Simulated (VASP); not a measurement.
Input of a VASP 6.6.1 run:

POSCAR

```
Ag
1.0
    0.0000000000      2.0427500000      2.0427500000
    2.0427500000      0.0000000000      2.0427500000
    2.0427500000      2.0427500000      0.0000000000
Ag
1
Direct
    0.0000000000      0.0000000000      0.0000000000
```

File INCAR.step1:

```
SYSTEM = Ag
ALGO = Fast
EDIFF = 1E-8
EDIFFG = -0.002
ENCUT = 600
GGA = PE
IBRION = 2
ISIF = 3
ISMEAR = -1
LASPH = .TRUE.
LCHARG = .FALSE.
LREAL = .FALSE.
LWAVE = .FALSE.
NELM = 80
NSW = 40
PREC = Accurate
SIGMA = 0.05
```

The input INCAR.step2:

```
SYSTEM = Ag
ALGO = Fast
EDIFF = 1E-8
ENCUT = 600
GGA = PE
IBRION = 6
ISIF = 3
ISMEAR = -1
LASPH = .TRUE.
LCHARG = .FALSE.
LREAL = .FALSE.
LWAVE = .FALSE.
NELM = 80
NFREE = 2
NSW = 1
POTIM = 0.015
PREC = Accurate
SIGMA = 0.05
```

File KPOINTS:

```
k-points
0
G
  8 8 8
  0 0 0
```

Potentials or basis: VASP PAW PBE potentials, release 64 (Ag).

The run is started by

```bash
$ cat potpaw_PBE.64/Ag/POTCAR > POTCAR
$ cp INCAR.step1 INCAR
$ mpirun -np 1 vasp_std > vasp.out
$ cp CONTCAR POSCAR
$ cp INCAR.step2 INCAR
$ mpirun -np 1 vasp_std > vasp.out
```

Task: Predict the elastic constants C11, C12, C44.

Result: 103, 80, 25 GPa.

Task: What does it give for the Voigt bulk modulus?

Result: 88 GPa.

Task: Predict the space group after relaxing (to 0.05 Å).

Result: Fm-3m (No. 225).

Elastic tensor in Voigt notation (GPa, in the Cartesian axes of the cell as first typed):
```
103  80  80   0   0   0
 80 103  80   0   0   0
 80  80 103   0   0   0
  0   0   0  25   0   0
  0   0   0   0  25   0
  0   0   0   0   0  25
```
